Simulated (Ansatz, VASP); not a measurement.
# Two plane-wave programs on AlRu

```
CELL_PARAMETERS angstrom
3.00341 0.00000 0.00000
0.00000 3.00341 0.00000
0.00000 0.00000 3.00341
ATOMIC_POSITIONS crystal
Al 0.00000 0.00000 0.00000
Ru 0.50000 0.50000 0.50000
```

Alike in both runs: functional r2SCAN; k mesh 11 × 11 × 11; occupations fermi-dirac, width 0.1 eV; no spin polarisation.

Ansatz relaxed the structure, and its values are those at the end. VASP's run is a single point on that final structure, the one shown.

|  | VASP | Ansatz |
| --- | --- | --- |
| version | VASP 6.6.1 | Ansatz 0.2.0 |
| potentials or method | VASP PAW PBE potentials, release 64 (Al, Ru_pv) | PAW plane waves |
| plane-wave cutoff (eV) | 520 | 500 |
| valence electrons in the cell | 17 | 19 |

|  | VASP | Ansatz | Ansatz less VASP |
| --- | --- | --- | --- |
| pressure (GPa) | -4.1 | -4.2 | -0.09 |

With one functional, cell and mesh, what is left measures potentials, basis and numerics. The two sets of potentials don't hold the same shells in valence. Ansatz warned: «stress_scf_threshold_loose».

Caveats: the PAW data sets were made with another functional, which shifts forces and pressure a little (VASP).
